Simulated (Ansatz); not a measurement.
Moving the choice of potentials or basis in Sb

The structure is monoclinic, space group P2_1/m (No. 11). Conventional cell: a = 3.122 Å, b = 4.348 Å, c = 4.406 Å, α = 90.00°, β = 90.51°, γ = 90.00°. Sb (site symmetry m) is surrounded by 6 Sb at 3.04 to 3.15 Å.

This isn't the form of Sb at room conditions, which is rhombohedral.

Kept alike: task equation of state; functional PBEsol; k mesh 9 × 6 × 6; occupations fermi-dirac, width 0.05 eV; no spin polarisation. Program: Ansatz. Cutoffs run from 420 to 1950 eV. The mesh is that of the run's cell of 2 atoms. No spin-orbit coupling.

| choice of potentials or basis | volume (Å³/atom) | bulk modulus (GPa) |
| --- | --- | --- |
| Ansatz PAW (files of its older set among them) (made for PBE) | 28.740 | 60.7 |
| Ansatz PAW (made for PBE) | 28.732 | 60.8 |
| JTH PAW (made for PBE) | 28.737 | 60.7 |
| PseudoDojo standard (made for PBE) | 28.707 | 60.8 |
| PseudoDojo stringent (made for PBE) | 28.800 | 60.6 |

Volume and modulus come from cells scaled at fixed shape and fractions; off cubic symmetry such a modulus can lie above the relaxed one.

Problem. What does the choice of potentials or basis change here?

Solution. The volume runs from 28.707 (PseudoDojo standard (made for PBE)) to 28.800 Å³/atom (PseudoDojo stringent (made for PBE)). The bulk modulus runs from 60.6 (PseudoDojo stringent (made for PBE)) to 60.8 GPa (Ansatz PAW (made for PBE); PseudoDojo standard (made for PBE)).
